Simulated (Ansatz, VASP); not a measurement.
GaN in VASP and in Ansatz

```xyz
2
Lattice="0.0000 2.2391 2.2391 2.2391 0.0000 2.2391 2.2391 2.2391 0.0000" Properties=species:S:1:pos:R:3 pbc="T T T"
Ga    0.0000    0.0000    0.0000
N     3.3586    3.3586    3.3586
```

Alike in both runs: functional LDA; k mesh 10 × 10 × 10; no spin polarisation.

Ansatz relaxed the structure, and its values are those at the end. VASP's run is a single point on that final structure, the one shown.

|  | VASP | Ansatz |
| --- | --- | --- |
| version | VASP 6.6.1 | Ansatz 0.2.0 |
| potentials or method | VASP PAW LDA potentials, release 64 (Ga_d, N) | scalar-relativistic, plane waves, PAW |
| plane-wave cutoff (eV) | 520 | 420 |
| occupations | gaussian, width 0.01 eV | fixed |
| valence electrons in the cell | 18 | 18 |

```tsv
	VASP	Ansatz	Ansatz less VASP
gap on the k mesh at the Fermi level (eV)	1.87	1.85	-0.018
least direct gap on the mesh (eV)	1.87	1.85	-0.018
pressure (GPa)	-2.0	-3.0	-1.04
```

A hybrid or GW would open this gap; LDA tends to underestimate it.
